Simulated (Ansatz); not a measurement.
One structure, 3 elements: SiSe3, GeSe3, SnSe3

Plane-wave DFT in Ansatz with scalar-relativistic PAW potentials, cutoff 420 eV, Γ-centred meshes chosen by cell and gap, Gaussian smearing with energies taken to zero width. Every cell was relaxed (cell and atoms) in a run of its own, within the symmetry of its start. Functional: PBE.

All members share space group P6_3/mmc and the same sites; only the element on one set of sites changes (Si, Ge, Sn). Members needn't be the stable form of their composition. Energies over the elements, where given, are against the elements' standard states in the same functional (H₂, N₂, O₂ and halogens uncorrected, Hg as a solid). The first member:

Space group P6_3/mmc (No. 194). a = 5.990 Å, b = 5.990 Å, c = 5.240 Å, α = 90.00°, β = 90.00°, γ = 120.00°
```csv
atom,site,symmetry,x,y,z
Si,2c,-6m2,0.3333,0.6667,0.2500
Se,6h,mm2,0.8218,0.6437,0.2500
```

| compound | V (Å³/atom) | a (Å) | c (Å) | energy over elements (eV/atom) |
| --- | --- | --- | --- | --- |
| SiSe3 | 20.35 | 5.990 | 5.240 | 0.611 |
| SnSe3 | 23.79 | 6.142 | 5.826 | 0.266 |

Q: Predict the member with Ge.

A: V (Å³/atom) 21.38, a (Å) 6.040, c (Å) 5.415, energy over elements (eV/atom) 0.422. Interpolating linearly in period between Si and Sn would give 22.07 Å³/atom (3.2 % too large), with 0.438 eV/atom over the elements. Over the whole series the volume grows at each step down the group; all are metallic on the mesh; none is bound against its elements in this structure, and Sn comes closest.

Spin polarisation was left out, and a magnetic state may lie lower.